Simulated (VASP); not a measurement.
# NaCl (Pm-3m) in VASP: notebook, part 2 of 2

VASP 6.6.1. The steps go on from the part before.

## Step 3: Single point, PBE

The input, INCAR:

```
SYSTEM = NaCl
PREC = Accurate
ENCUT = 520
EDIFF = 1E-6
ISMEAR = 0
SIGMA = 0.1
LREAL = .FALSE.
LASPH = .TRUE.
NELM = 60
ALGO = Normal
ISIF = 2
LWAVE = .FALSE.
LCHARG = .TRUE.
GGA = PE
LELF = .TRUE.
LVHAR = .TRUE.
NBANDS = 14
```

The input, KPOINTS:

```
Automatic mesh
0
G
  6 6 6
  0 0 0
```

The input, POSCAR:

```
NaCl
1.0
    3.5021900000      0.0000000000      0.0000000000
    0.0000000000      3.5021900000      0.0000000000
    0.0000000000      0.0000000000      3.5021900000
Na Cl
1 1
Direct
    0.0000000000      0.0000000000      0.0000000000
    0.5000000000      0.5000000000      0.5000000000
```

Potentials or basis: VASP PAW PBE potentials, release 64 (Na_pv, Cl).

Started as:

```
$ cat potpaw_PBE.64/Na_pv/POTCAR potpaw_PBE.64/Cl/POTCAR > POTCAR
$ mpirun -np 1 vasp_std > vasp.out
```

OUTCAR:

```text
SYSTEM = NaCl
   PREC = Accurate
   ENCUT = 520
   EDIFF = 1E-6
   ISMEAR = 0
   LREAL = .FALSE.
   LASPH = .TRUE.
   NELM = 60
   ISIF = 2
   GGA = PE

 ion  position               nearest neighbor table
   1  0.000  0.000  0.000-
   2  0.500  0.500  0.500-

  LATTYP: Found a simple cubic cell.
 ALAT       =     3.5021900000

  Lattice vectors:

 A1 = (   3.5021900000,   0.0000000000,   0.0000000000)
 A2 = (   0.0000000000,   3.5021900000,   0.0000000000)
 A3 = (   0.0000000000,   0.0000000000,   3.5021900000)

Analysis of symmetry for initial positions (statically):
=====================================================================
 Subroutine PRICEL returns:
 Original cell was already a primitive cell.

 Routine SETGRP: Setting up the symmetry group for a
 simple cubic supercell.

 Subroutine GETGRP returns: Found 48 space group operations
 (whereof 48 operations were pure point group operations)
 out of a pool of 48 trial point group operations.

The static configuration has the point symmetry O_h .

Analysis of symmetry for dynamics (positions and initial velocities):
=====================================================================
 Subroutine PRICEL returns:
 Original cell was already a primitive cell.

 Routine SETGRP: Setting up the symmetry group for a
 simple cubic supercell.

 Subroutine GETGRP returns: Found 48 space group operations
 (whereof 48 operations were pure point group operations)
 out of a pool of 48 trial point group operations.

The dynamic configuration has the point symmetry O_h .

 Subroutine INISYM returns: Found 48 space group operations
 (whereof 48 operations are pure point group operations),
 and found     1 'primitive' translations

----------------------------------------------------------------------------------------

                                     Primitive cell

  volume of cell :      42.9555

[... 112 lines left out ...]
   LEPSILON=     F    determine dielectric tensor
   LRPA    =     F    only Hartree local field effects (RPA)
 non-spin polarized calculation
 Gauss-broadening in eV      SIGMA  =   0.10
  energy-cutoff  :      520.00
  volume of cell :       42.96
 maximum number of plane-waves:      1189
 NGX is ok and might be reduce to    28
   NGX = 13   NGY = 13   NGZ = 13

 number of electron      13.9999982 magnetization

 Free energy of the ion-electron system (eV)
  ---------------------------------------------------
  ext. energy  EPLUGINS =         0.00000000
  ---------------------------------------------------
  free energy    TOTEN  =        -6.46843589 eV

  energy without entropy =       -6.46843589  energy(sigma->0) =       -6.46843589

 E-fermi :   0.9640     XC(G=0):  -8.4325

 val. band max:        0.4249116802   @ k =   0.5000   0.5000   0.0000
 cond. band min:       4.4032710286   @ k =   0.0000   0.0000   0.0000
 fundamental gap:      3.9783593484
 Fermi energy:         0.9639799613

 k-point     1 :       0.0000    0.0000    0.0000
  band No.  band energies     occupation
      1     -21.6494      2.00000
      2     -21.6494      2.00000
      3     -21.6494      2.00000
      4     -12.9515      2.00000
      5      -0.0658      2.00000
      6      -0.0658      2.00000
      7      -0.0658      2.00000
      8       4.4033      0.00000
      9       9.0042      0.00000
     10       9.0042      0.00000
     11      16.1130      0.00000
     12      16.1133      0.00000
     13      16.1138      0.00000
     14      16.3378      0.00000
[... 309 lines left out ...]
      1     -21.6758      2.00000
      2     -21.6758      2.00000
      3     -21.6758      2.00000
      4     -12.0570      2.00000
      5      -1.4193      2.00000
      6      -1.4193      2.00000
      7      -1.4193      2.00000
      8       7.5466      0.00000
      9       7.5466      0.00000
     10       7.5466      0.00000
     11      12.0746      0.00000
     12      16.3074      0.00000
     13      16.3074      0.00000
     14      16.3074      0.00000

------------------------ aborting loop because EDIFF is reached ----------------------------------------

  FORCE on cell =-STRESS in cart. coord.  units (eV):
  Direction    XX          YY          ZZ          XY          YZ          ZX
  --------------------------------------------------------------------------------------
  -------------------------------------------------------------------------------------
  Total        0.0165911      0.0165911      0.0165911     -0.0000000     -0.0000000      0.0000000
  in kB        0.6188247      0.6188247      0.6188247     -0.0000000     -0.0000000      0.0000000
  external PRESSURE =       0.6188247 kB  Pullay stress =       0.0000000 kB

 VOLUME and BASIS-vectors are now :
 -----------------------------------------------------------------------------
  energy-cutoff  :      520.00
  volume of cell :       42.96
      direct lattice vectors                 reciprocal lattice vectors
     3.502190000  0.000000000  0.000000000     0.285535622  0.000000000  0.000000000
     0.000000000  3.502190000  0.000000000     0.000000000  0.285535622  0.000000000
     0.000000000  0.000000000  3.502190000     0.000000000  0.000000000  0.285535622

 POSITION                                       TOTAL-FORCE (eV/Angst)
 -----------------------------------------------------------------------------------
      0.00000      0.00000      0.00000         0.000000      0.000000      0.000000
      1.75110      1.75110      1.75110         0.000000      0.000000      0.000000
 -----------------------------------------------------------------------------------
    total drift:                               -0.000000      0.000000      0.000000

  FREE ENERGIE OF THE ION-ELECTRON SYSTEM (eV)
  ---------------------------------------------------
  free  energy   TOTEN  =        -6.4684358939 eV

  energy  without entropy=       -6.4684358939  energy(sigma->0) =       -6.46843589
```

stdout:

```text
POSCAR found type information on POSCAR NaCl
 POSCAR found :  2 types and       2 ions
 scaLAPACK will be used
 LDA part: xc-table for (Slater+PW92), standard interpolation
 POSCAR, INCAR and KPOINTS ok, starting setup
 FFT: planning ... GRIDC
 FFT: planning ... GRID_SOFT
 FFT: planning ... GRID
 WAVECAR not read
 entering main loop
```

Wall time 11 s (1 thread of Intel Xeon Platinum 8259CL at 2.50GHz (Skylake/Cascade Lake), shared host); peak memory 0.15 GiB.

Results:

```
Free energy            : -6.4684 eV
Pressure               : 0.1 GPa
Band gap on the k mesh : 3.98 eV, indirect (least direct gap 4.47 eV)
```

Levels at points of the mesh, in eV from the valence-band top:
```tsv
k point	band 4	band 5	band 6	band 7	band 8	band 9	band 10	band 11
(0.00, 0.00, 0.00)	-13.38	-0.49	-0.49	-0.49	3.98	8.58	8.58	15.69
(0.50, 0.00, 0.00)	-13.02	-2.94	-0.26	-0.26	6.92	8.56	10.51	11.84
(0.50, 0.50, 0.00)	-12.75	-2.26	-2.26	0.00	5.54	9.88	11.03	11.03
(0.50, 0.50, 0.50)	-12.48	-1.84	-1.84	-1.84	7.12	7.12	7.12	11.65
```

A k mesh can miss the band edges. As with any semilocal functional, this PBE gap is likely too small.
